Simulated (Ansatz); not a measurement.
# Where the states of H lie

Space group Pm-3m (No. 221). a = 1.457 Å, b = 1.457 Å, c = 1.457 Å, α = 90.00°, β = 90.00°, γ = 90.00°
```json
{"atom": "H", "site": "1a", "symmetry": "m-3m", "x": "0.0000", "y": "0.0000", "z": "0.0000"}
```

The runs use the primitive cell with vectors (1.457, 0.000, 0.000), (0.000, 1.457, 0.000), (0.000, 0.000, 1.457) Å, to which the k mesh refers.

The structure is cubic, space group Pm-3m (No. 221). The conventional cell has a = 1.457 Å, b = 1.457 Å, c = 1.457 Å, α = 90.00°, β = 90.00°, γ = 90.00°. H (site symmetry m-3m) is surrounded by 6 H at 1.46 Å.

The structure comes from a relaxation in the same program, started in the sc type, and has space group Pm-3m. Whether it is a known phase or the ground state wasn't checked.

Theory: DFT, PBE, all-electron LAPW, scalar-relativistic in Ansatz 0.2.0.

Sampling and basis: a Γ-centred 16×16×16 k mesh, Fermi–Dirac smearing of 0.08 eV, basis error target 1 meV/atom, no spin polarisation.

States per eV and cell, averaged over 0.6 eV, from -13.0 to 6.6 eV, with energies (bin centres) from the Fermi level; empty bins are left out. 

```
E (eV)  total
 -12.8   0.04
 -12.2   0.04
 -11.6   0.04
 -11.0   0.05
 -10.4   0.05
  -9.8   0.05
  -9.2   0.06
  -8.6   0.06
  -8.0   0.06
  -7.4   0.07
  -6.8   0.07
  -6.2   0.07
  -5.6   0.08
  -5.0   0.08
  -4.4   0.08
  -3.8   0.09
  -3.2   0.09
  -2.6   0.10
  -2.0   0.11
  -1.4   0.11
  -0.8   0.11
  -0.2   0.11
   0.4   0.10
   1.0   0.10
   1.6   0.10
   2.2   0.09
   2.8   0.09
   3.4   0.09
   4.0   0.08
   4.6   0.08
   5.2   0.08
   5.8   0.08
   6.4   0.07
```
